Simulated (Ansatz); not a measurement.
Input of an Ansatz 0.2.0 run:

Contents of input.yaml:

```yaml
crystal:
  lattice:
    - [4.15, 0.0, 0.0]
    - [-2.075, 3.5940054257, 0.0]
    - [0.0, 0.0, 6.737]
  atoms:
    - { symbol: Cd, position: [0.6666666667, 0.3333333333, 0.5] }
    - { symbol: Cd, position: [0.3333333333, 0.6666666667, 0.0] }
    - { symbol: S, position: [0.6666666667, 0.3333333333, 0.875] }
    - { symbol: S, position: [0.3333333333, 0.6666666667, 0.375] }
kpoints:
  mp_grid: { grid: [7, 7, 4] }
scf:
  occupations: { method: fermi_dirac, width: 0.05 }
hamiltonian:
  xc: pbesol
  pseudopotentials: { kind: all_electron, lapw: { basis_error: 0.001 } }
output:
  forces: true
  stress: true
  eigenvalues: true
  populations: true
```

Potentials or basis: all-electron LAPW, scalar-relativistic.

Command:

```console
$ ansatz run input.yaml --threads 2 --pin off --max-ram 8192MiB --backend cpu --events-out ev --progress --plain --runs-dir out
```

Question: Predict the Loewdin charges.

Answer: Cd +1.27; S -1.07 e.

Question: Predict the band gap on the k mesh.

Answer: 1.06 eV, direct.

Question: Estimate the largest force.

Answer: 0.065 eV/Å.

Question: Predict the pressure.

Answer: -1.0 GPa.

Stress tensor (GPa, compression positive):
```
-1.14  0.00  0.00
 0.00 -1.14  0.00
 0.00  0.00 -0.57
```

**What was measured.**

From “Isotope dependence of band-gap energy”, 2008, arxiv:0807.2152, for a bulk crystal of CdS: band gap 2.5809 ± 0.0002 eV.

A measured gap of CdS is 2.5809 eV (quoted in “Isotope dependence of band-gap energy”, 2008, arxiv:0807.2152); the calculated 1.06 eV misses it by -1.52 eV. So large a miss can be the level of theory's own, or it may mean another phase, state or a wrong row. Spin-orbit coupling on Cd is left out. The value is that of PBEsol, without temperature or zero-point motion. Semilocal functionals fall short of measured gaps as a rule.
